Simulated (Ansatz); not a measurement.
A run of Ansatz 0.2.0:

The input input.yaml:

```yaml
crystal:
  lattice:
    - [2.74, 0.0, 0.0]
    - [-1.37, 2.3729096064, 0.0]
    - [0.0, 0.0, 4.398]
  atoms:
    - { symbol: Tc, position: [0.6666666667, 0.3333333333, 0.75] }
    - { symbol: Tc, position: [0.3333333333, 0.6666666667, 0.25] }
kpoints:
  mp_grid: { grid: [11, 11, 6] }
  band_path:
    path:
      - [0.0, 0.0, 0.0]
      - [0.5, 0.0, 0.0]
      - [0.3333333333, 0.3333333333, 0.0]
      - [0.0, 0.0, 0.0]
      - [0.0, 0.0, 0.5]
      - [0.5, 0.0, 0.5]
      - [0.3333333333, 0.3333333333, 0.5]
      - [0.0, 0.0, 0.5]
    npoints: 8
scf:
  occupations: { method: fermi_dirac, width: 0.05 }
hamiltonian:
  xc: pbesol
  pseudopotentials:
    kind: all_electron
    lapw: { basis_error: 0.001 }
    dirac_shells: { Tc: ["3p", "3d"] }
output:
  forces: true
  stress: true
  eigenvalues: true
```

Potentials or basis: all-electron LAPW, inner shells corrected to Dirac's equation.

Run with:

```console
$ ansatz run input.yaml --threads 1 --pin off --max-ram 3072MiB --backend cpu --events-out ev --progress --plain --runs-dir out
```

Hardware: 1 thread of Intel(R) Xeon(R) 6975P-C (Granite Rapids) (shared host).

Estimate the wall time of this run.

Wall time 13 s on 1 thread of Intel(R) Xeon(R) 6975P-C (Granite Rapids), on a shared host, peak memory 0.42 GiB. Counts: scf iterations 8, plane waves 287, k points 64, bands 38.
